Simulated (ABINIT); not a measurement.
Ga:

```xyz
1
Lattice="2.7165 0.0000 0.0000 0.0000 2.7165 0.0000 0.0000 0.0000 2.7165" Properties=species:S:1:pos:R:3 pbc="T T T"
Ga    0.0000    0.0000    0.0000
```

The cell was built by a generator and needn't be a form met in nature.

- Program: ABINIT 10.8.3 (patched build)
- Task: single point
- Functional: PBE
- Potentials or basis: JTH PAW PBE v2.0
- Cutoff: 463 eV
- k mesh: 10 × 10 × 10
- Occupations: fermi-dirac, width 0.05 eV
- Spin: no spin polarisation

On this cell: pressure 0.0 GPa; band gap on the k mesh none (metal or under the smearing width).

The same run follows on a disturbed copy (cell strained at random at fixed volume):

```
CELL_PARAMETERS angstrom
2.68064 -0.02635 0.04814
-0.02635 2.74416 0.02683
0.04814 0.02683 2.72643
ATOMIC_POSITIONS crystal
Ga 0.99487 0.01044 0.99940
```

Task: What does the disturbed cell give?

Result: The energy (extrapolated to zero smearing) moves by -4.5 meV/atom; pressure 0.0 GPa; band gap on the k mesh none (metal or under the smearing width).

Stress tensor (GPa, compression positive):
```
 1.44 -0.52  0.78
-0.52 -0.82  0.49
 0.78  0.49 -0.75
```

The energy falls, though the first cell shows no forces: that form is unstable against this distortion, unless noise or another electronic state is at work.
